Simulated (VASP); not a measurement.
Wanted: the native input for a VASP 6.6.1 run.

```yaml
Task: single point
Functional: PBEsol
Potentials_or_basis: VASP PAW PBE potentials, release 64 (C, O, H)
Cutoff: 520 eV
k_mesh: 1 × 1 × 1
Occupations: fermi-dirac, width 0.05 eV
Spin: no spin polarisation
Dipole_correction: no
Further_INCAR_settings: LREAL = Auto; ALGO = Fast; EDIFF = 1e-06; NBANDS = 64
```

The structure of H6C2O lies in POSCAR:

```
H6C2O
1.0
    7.2936330000      0.0000000000      0.0000000000
    0.0000000000      7.2936330000      0.0000000000
    0.0000000000      0.0000000000      7.2936330000
C O H
8 4 24
Direct
    1.0287602900      0.9987752331      0.5672207527
    1.0346832642      0.8399106454      0.7087414461
    0.4263307463      0.6075710143     -0.0852524387
    0.2982601400      0.5174924486      0.0555278830
    0.8808641729      0.3367183405      0.0994017659
    0.9052827308      0.3939874682      0.3052251189
    0.5459007877      0.9371187171      0.3531984678
    0.5594057173      0.9120283403      0.5521391054
    0.9121928674      0.8812069376      0.8557875067
    0.3461923571      0.3323995052      0.1056263730
    0.8110087250      0.5671521997      0.3244199427
    0.4769639492      1.0659982481      0.6422999348
    0.8993460461      0.7757450916      0.9406286277
    0.9926054684      0.7065614626      0.6446033136
    1.1773145153      0.8262960311      0.7712891504
    1.1461777690      0.9736163034      0.4759219445
    0.9008405002      0.9979800190      0.4868081517
    1.0517255255      1.1280935029      0.6375697818
    0.4637332314      0.3398032229      0.1753721362
    0.2896498905      0.6112317414      0.1766060892
    0.1589331407      0.5026164601     -0.0080344048
    0.3692261456      0.7394531642     -0.1351452699
    0.5616679644      0.6432870971     -0.0093232001
    0.4361063958      0.5366050088     -0.2098405555
    0.9016631355      0.6543378314      0.3842255293
    0.8555270055      0.2677540809      0.3989095695
    1.0575388150      0.4154171179      0.3391999570
    0.9803482023      0.2423483605      0.0296011604
    0.7387539241      0.2930226953      0.0684021255
    0.8929020695      0.4517227560      0.0005895553
    0.5523858960      1.0784474623      0.7614723691
    0.4950070836      0.7849723176      0.5888286400
    0.7056154320      0.8980435402      0.5998793742
    0.6175523227      0.8487265537      0.2630102173
    0.3952214212      0.9355282889      0.2897732858
    0.5990018966      1.0801338647      0.3327696910
```

The cell was built by a generator and needn't be a form met in nature.

These files were run (other wordings do the same):

INCAR

```
ALGO = Fast ; EDIFF = 1E-6
ENCUT = 520 ; GGA = PS
ISIF = 2 ; ISMEAR = -1
LASPH = True ; LCHARG = True
LELF = True ; LREAL = Auto
LVHAR = True ; LWAVE = False
NBANDS = 64 ; NELM = 100
PREC = Accurate ; SIGMA = 0.05
```

KPOINTS

```
k-points
0
Gamma
  1 1 1
```

Potentials or basis: VASP PAW PBE potentials, release 64 (C, O, H).

The run is started by

```sh
$ cat potpaw_PBE.64/C/POTCAR potpaw_PBE.64/O/POTCAR potpaw_PBE.64/H/POTCAR > POTCAR
$ mpirun -np 1 vasp_gam > vasp.out
```

Results of the run:

```
Pressure               : -2.2 GPa
Largest force          : 3.557 eV/Å
Band gap on the k mesh : 4.59 eV, direct
```

Caveat: the PAW data sets were made with another functional, which shifts forces and pressure a little.

Run time: 43 s on 1 thread of Intel(R) Xeon(R) Platinum 8488C (Sapphire Rapids), with other jobs on the host, peak memory 0.37 GiB.
